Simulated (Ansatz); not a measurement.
**Ga: pressure against volume, fitted**

```xyz
2
Lattice="1.3830 -4.0265 0.0000 1.3830 4.0265 0.0000 -0.1174 0.0000 3.3299" Properties=species:S:1:pos:R:3 pbc="T T T"
Ga    1.3536   -2.9716    0.8325
Ga    1.2949    2.9716    2.4974
```

Atom numbers follow the list: Ga1, Ga2.

The conventional cell has a = 2.766 Å, b = 8.053 Å, c = 3.332 Å, α = 90.00°, β = 92.02°, γ = 90.00°. Ga (atom 1) is surrounded by 8 Ga at 2.69 to 2.92 Å.

The cell is a measured one (Crystallography Open Database entry 9011089); the temperature and pressure of the measurement aren't taken into account, and nothing was relaxed.

The calculation used DFT, PBEsol, all-electron LAPW, scalar-relativistic (Ansatz 0.2.0).

The runs use a Γ-centred 14×14×11 k mesh, Fermi–Dirac smearing of 0.03 eV, basis error target 0.5 meV/atom, no spin polarisation.

The cell is scaled evenly. Fractional coordinates are held (clamped ions).

| V (Å³/atom) | P (GPa) |
| --- | --- |
| 17.616 | 1.24 |
| 17.801 | 0.55 |
| 18.080 | -0.42 |
| 18.172 | -0.72 |
| 18.358 | -1.30 |
| 18.543 | -1.85 |
| 18.729 | -2.35 |
| 18.914 | -2.82 |
| 19.007 | -3.04 |
| 19.285 | -3.65 |
| 19.470 | -4.04 |
| 19.656 | -4.39 |

Question: Fit a third-order Birch–Murnaghan curve to the pressures.

Answer: P = (3B0/2)(y^(7/2) − y^(5/2))[1 + (3/4)(B0′ − 4)(y − 1)] with y = (V0/V)^(2/3) fits within 0.01 GPa for V0 = 17.954 Å³/atom, B0 = 62.4 GPa and B0′ = 5.56.

Question: Predict the pressure at the withheld volume, 17.431 Å³/atom.

Answer: There y = 1.0199, so the fit gives 2.00 GPa; the run gave 1.97 GPa.
